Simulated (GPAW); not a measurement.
The system is Pd.

```
Pd
1.0
     0.00000    1.94650    1.94650
     1.94650    0.00000    1.94650
     1.94650    1.94650    0.00000
Pd
1
Cartesian
  0.0000 0.0000 0.0000
```

Program: GPAW 26.7.0. Alike in all runs: task band structure; cell as given; k mesh 9 × 9 × 9; smearing fermi-dirac 0.05 eV. Hardware: 1 thread of AMD EPYC 7B13 (Zen 3) (shared host).

Order these runs on this cell by their wall time, lowest first.
A. level PBE; potentials or basis GPAW PAW data sets (gpaw-data 1.2.1), fd; spin off; band points 80; grid spacing 0.16 Å
B. level PW91; potentials or basis PAW data sets generated in the run's folder for this functional, pw; spin SOC, no magnetisation; cutoff (eV) 600; band points 80; spin axis theta (degrees) 0; spin axis phi (degrees) 0
C. level TPSS; potentials or basis GPAW PAW data sets (gpaw-data 1.2.1), pw; spin SOC, no magnetisation; cutoff (eV) 600; eigensolver davidson; band points 100; spin axis theta (degrees) 90; spin axis phi (degrees) 45

B (17 s), C (48 s), A (110 s).

Caveats: spin-orbit coupling was added after a scalar SCF, so levels and gaps hold it while energy, forces, pressure and moments don't (some runs).

Not every run made on this cell is shown here.
